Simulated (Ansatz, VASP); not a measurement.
AgCl in VASP and in Ansatz

```xyz
2
Lattice="0.0000 2.8053 2.8053 2.8053 0.0000 2.8053 2.8053 2.8053 0.0000" Properties=species:S:1:pos:R:3 pbc="T T T"
Ag    0.0000    0.0000    0.0000
Cl    2.8053    2.8053    2.8053
```

Alike in both runs: task single point; functional r2SCAN; k mesh 8 × 8 × 8; occupations gaussian, width 0.02 eV; no spin polarisation.

|  | VASP | Ansatz |
| --- | --- | --- |
| version | VASP 6.6.1 | Ansatz 0.2.0 |
| potentials or method | VASP PAW PBE potentials, release 64 (Ag, Cl) | scalar-relativistic, plane waves, PAW |
| plane-wave cutoff (eV) | 520 | 500 |
| valence electrons in the cell | 18 | 26 |

```csv
,VASP,Ansatz,Ansatz less VASP
gap on the k mesh at the Fermi level (eV),1.43,1.48,+0.052
least direct gap on the mesh (eV),3.59,3.63,+0.044
pressure (GPa),-1.7,-1.6,+0.08
```

The two sets of potentials don't hold the same shells in valence.

Caveats: the PAW data sets were made with another functional, which shifts forces and pressure a little (VASP). A k mesh can miss the band edges.
